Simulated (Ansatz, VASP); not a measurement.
**One calculation of CdS, two programs**

POSCAR

```
CdS
1.0
    0.0000000000      2.7813120763      2.6847339690
    2.7813120763      0.0000000000      2.6847339690
    2.7813120763      2.7813120763      0.0000000000
Cd S
1 1
Direct
    0.0000000000      0.0000000000      0.0000000000
    0.5000000000      0.5000000000      0.5000000000
```

The input INCAR.step1:

```
SYSTEM = CdS
  ALGO = Normal
  EDIFF = 1E-4
  ENCUT = 520
  GGA = PE
  ISMEAR = -1
  LASPH = .TRUE.
  LCHARG = .FALSE.
  LREAL = .FALSE.
  LWAVE = .TRUE.
  NBANDS = 16
  NELM = 100
  PREC = Accurate
  SIGMA = 0.02
```

Contents of INCAR.step2:

```
SYSTEM = CdS
  ALGO = Normal
  EDIFF = 1E-6
  ENCUT = 520
  ISIF = 2
  ISMEAR = -1
  ISTART = 1
  LASPH = .TRUE.
  LCHARG = .FALSE.
  LMIXTAU = .TRUE.
  LREAL = .FALSE.
  LWAVE = .FALSE.
  METAGGA = R2SCAN
  NBANDS = 16
  NELM = 100
  PREC = Accurate
  SIGMA = 0.02
```

KPOINTS

```
k-points
0
G
  8 8 8
  0 0 0
```

Input for Ansatz:

```yaml
crystal:
  lattice:
    - [0.0, 2.7813120763, 2.684733969]
    - [2.7813120763, 0.0, 2.684733969]
    - [2.7813120763, 2.7813120763, 0.0]
  atoms:
    - { symbol: Cd, position: [0.0, 0.0, 0.0] }
    - { symbol: S, position: [0.5, 0.5, 0.5] }
kpoints:
  mp_grid: { grid: [8, 8, 8] }
  band_path:
    path:
      - [0.0, 0.0, 0.0]
      - [0.5, 0.0, 0.5]
      - [0.625, 0.25, 0.625]
      - [0.375, 0.375, 0.75]
      - [0.5, 0.5, 0.5]
      - [0.5, 0.25, 0.75]
      - [0.0, 0.0, 0.5]
      - [0.5, 0.5, 0.0]
    npoints: 1
hamiltonian:
  xc: r2scan
scf:
  occupations: { method: fermi_dirac, width: 0.02 }
  n_extra_bands: 4
output:
  forces: true
  stress: true
  eigenvalues: true
```

Change from the starting cell: epitaxial_xy strain +2.0%.

Alike in both runs: task single point; functional r2SCAN; k mesh 8 × 8 × 8; occupations fermi-dirac, width 0.02 eV; no spin polarisation.

```csv
,VASP,Ansatz
version,VASP 6.6.1,Ansatz 0.2.0
potentials or method,"VASP PAW PBE potentials, release 64 (Cd, S)","plane waves, PAW"
plane-wave cutoff (eV),520,500
valence electrons in the cell,18,26
```

```csv
,VASP,Ansatz,Ansatz less VASP
pressure (GPa),-1.3,-1.7,-0.43
largest component of the traceless stress (GPa),1.78,1.70,-0.083
```

The two sets of potentials don't hold the same shells in valence.

Caveats: the PAW data sets were made with another functional, which shifts forces and pressure a little (VASP). A k mesh can miss the band edges.
